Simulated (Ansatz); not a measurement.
# Stationary points along a deformation path in HfO$_{2}$

Theory: DFT PBE, scalar-relativistic, plane waves, PAW (Ansatz 0.2.0). Settings: plane waves to 420 eV, k-mesh 8×8×6 (Γ-centred), Gaussian smearing 0.05 eV. Spin–orbit coupling is left out, which can shift energies with elements as heavy as these. No spin polarisation. Energies are free energies at this smearing, counted from the undisturbed cell; pressure is positive in compression.

The undisturbed cell (relaxed at this level; this form isn't the usual structure):

```
Hf O
1.0
     3.60430    0.00000    0.00000
     0.00000    3.60430    0.00000
     0.00000    0.00000    5.26397
Hf O
2 4
Direct
  0.50000 0.50000 0.50000
  0.00000 0.00000 0.00000
  0.00000 0.50000 0.69325
  0.50000 0.00000 0.80675
  0.50000 0.00000 0.30675
  0.00000 0.50000 0.19325
```

At fixed volume and fractional coordinates, lengths along (0.000, 0.000, 1.000) are scaled against those across it; ρ is that ratio over its starting value. V = 11.397 Å³/atom. Δσ is the stress along the axis less the mean stress across it (compression positive).

| ρ | ΔE (meV/atom) | Δσ (GPa) | space group |
| --- | --- | --- | --- |
| 0.800 | 418.1 | 83.07 | P4_2/nmc |
| 0.850 | 215.7 | 58.03 | P4_2/nmc |
| 0.920 | 54.8 | 28.23 | P4_2/nmc |
| 0.960 | 12.9 | 13.45 | P4_2/nmc |
| 1.000 | 0.0 | 0.00 | P4_2/nmc |
| 1.050 | 17.8 | -15.18 | P4_2/nmc |
| 1.100 | 66.4 | -28.76 | P4_2/nmc |
| 1.200 | 233.4 | -51.55 | P4_2/nmc |
| 1.300 | 463.3 | -68.95 | P4_2/nmc |

Task: How does the stress give the slope of the energy, and where is the energy stationary?

Result: Along the path d ln(length) is 2/3 d ln ρ on the axis and −1/3 d ln ρ across it, so dE/d ln ρ = −(2/3) V Δσ: the energy falls with ρ where Δσ is positive. Δσ vanishes or changes sign at ρ = 1.000 (P4_2/nmc), a minimum at 0.0 meV/atom. Pairs of stationary points between two samples would go unseen, and could change a minimum read from distant neighbours into a maximum.

Task: Integrate that slope from ρ = 1 to 0.850 by the trapezoid rule.

Result: With V/N in Å³ and 1 eV/Å³ = 160.2 GPa the slopes at ρ = 1.000, 0.960, 0.920, 0.850 are 0, -638, -1339, -2752 meV/atom per unit of ln ρ. The steps add 13.0 + 42.1 + 161.9 = 216.9 meV/atom, against 215.7 from the energies; the trapezoid rule misses the curvature of the slope within each step.

Forces appear on the atoms along this scan, and letting them relax would lower the energy and soften the response.

Cost: 9 runs of about 1.3 core-minutes in all, on Arm Neoverse V2 (shared hosts).